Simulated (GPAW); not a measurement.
Crystal: CuI.

```xyz
4
Lattice="4.0902 0.0000 0.0000 0.0000 4.0902 0.0000 0.0000 0.0000 6.5515" Properties=species:S:1:pos:R:3 pbc="T T T"
I     0.0000    2.0451    4.8680
I     2.0451    0.0000    1.6835
Cu    0.0000    0.0000    0.0000
Cu    2.0451    2.0451    0.0000
```

Measurements of this composition are mostly on another form, of space group No. 216.

Program: GPAW 26.7.0. Alike in all runs: no spin polarisation; cell as given; cutoff (eV) 600; smearing fermi-dirac 0.05 eV.

Problem. Order these runs on this cell by their band gap on the k mesh, lowest first.
A. level PBEsol; potentials or basis PAW data sets generated in the run's folder for this functional, pw; k mesh 5 × 5 × 4; band path GXMGZRAZ,XR,MA; band points 60
B. level r2SCAN; potentials or basis GPAW PAW data sets (gpaw-data 1.2.1), pw; k mesh 5 × 5 × 4; band path GXMGZRAZ,XR,MA; band points 60
C. level TB-mBJ; potentials or basis GPAW PAW data sets for LDA (gpaw-data 1.2.1), pw; k mesh 6 × 6 × 4

Solution. A (1.49 eV), B (2.07 eV), C (2.57 eV).

Caveats: spin-orbit coupling is left out, which moves the levels of the heavy elements; a model potential gives levels but no total energy (some runs).
